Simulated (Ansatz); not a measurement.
CaF2 built on the fluorite prototype, relaxed with r2SCAN: it is cubic, Fm-3m (No. 225); conventional cell a = 5.439 Å, 13.41 Å³ an atom. Ca has 8 F at 2.36 Å; F has 4 Ca at 2.36 Å. One-shot G0W0@PBE in Ansatz 0.2.0 on a 4×4×4 mesh (contour deformation, no spin-orbit coupling), from a PBE gap of 7.376 eV over the mesh points (the G0W0 gap is indirect on the mesh); the number N of bands summed and the screening cutoff rise together. (Simulation; spin polarisation is off.)

```tsv
N	cutoff (eV)	1000/N	G0W0 gap (eV)
77	80	12.987	10.384
163	140	6.135	10.471
```

**Lay a straight line in 1000/N through these rows.** The slope is -0.0127 eV per unit of 1000/N and the intercept 10.549 eV.

**Predict the gap at N = 289 (210 eV).** 10.549 + (-0.0127) × 3.460 = 10.505 eV; the run gives 10.615 eV, +0.110 eV from the line.

**With that run's result added, what limit do the last two rows suggest?** Their slope is (10.615 − 10.471)/(3.460 − 6.135) = -0.0538, which meets 1/N = 0 at 10.80 eV, against 10.549 eV from the first line. The slope steepens, so 1/N isn't yet asymptotic and the true limit probably lies higher still; the k mesh isn't extrapolated.
